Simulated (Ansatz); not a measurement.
# SnSe: the cost of one run

Computed with Ansatz 0.2.0 (DFT PBE, with the methods named in each step, unless a step's input says otherwise).

1 further run of the same task is left out (it didn't finish).

### 1 Starting point

The structure is cubic, space group Fm-3m (No. 225). Conventional cell: a = 6.021 Å, b = 6.021 Å, c = 6.021 Å, α = 90.00°, β = 90.00°, γ = 90.00°. Around Sn (site symmetry m-3m) lie 6 Se at 3.01 Å. Se (site symmetry m-3m) is surrounded by 6 Sn at 3.01 Å.

Structure file:

```cif
data_structure
_symmetry_space_group_name_H-M 'Fm-3m'
_symmetry_Int_Tables_number 225
_cell_length_a 6.0209
_cell_length_b 6.0209
_cell_length_c 6.0209
_cell_angle_alpha 90.000
_cell_angle_beta 90.000
_cell_angle_gamma 90.000
_cell_volume 218.26
loop_
_atom_site_label
_atom_site_type_symbol
_atom_site_symmetry_multiplicity
_atom_site_Wyckoff_symbol
_atom_site_fract_x
_atom_site_fract_y
_atom_site_fract_z
_atom_site_occupancy
Sn1 Sn 4 a 0.00000 0.00000 0.00000 1
Se1 Se 4 b 0.50000 0.00000 0.00000 1
```

The file gives the conventional cell by its symmetry; the runs use the cell typed in the input.

Atoms are numbered in the order of the input: Sn1, Se2.

### 2 The bond as given, LAPW

The input, input.yaml:

```yaml
crystal:
  lattice:
    - [0.0, 3.0104337128, 3.0104337128]
    - [3.0104337128, 0.0, 3.0104337128]
    - [3.0104337128, 3.0104337128, 0.0]
  atoms:
    - { symbol: Sn, position: [0.0, 0.0, 0.0] }
    - { symbol: Se, position: [0.5, 0.5, 0.5] }
kpoints:
  mp_grid: { grid: [9, 9, 9] }
scf:
  occupations: { method: fermi_dirac, width: 0.05 }
hamiltonian:
  xc: pbe
  pseudopotentials: { kind: all_electron, lapw: { basis_error: 0.001 } }
output:
  forces: true
  stress: true
  eigenvalues: true
  populations: true
```

Command:

```console
ansatz run input.yaml --threads 1 --pin off --max-ram 2048MiB --backend cpu --events-out ev --progress --plain --runs-dir out
```

Q: Estimate wall time and peak memory on 1 thread of Intel Xeon Platinum 8488C (Sapphire Rapids), shared host.

About 6.4 s, with a peak of 0.34 GiB.
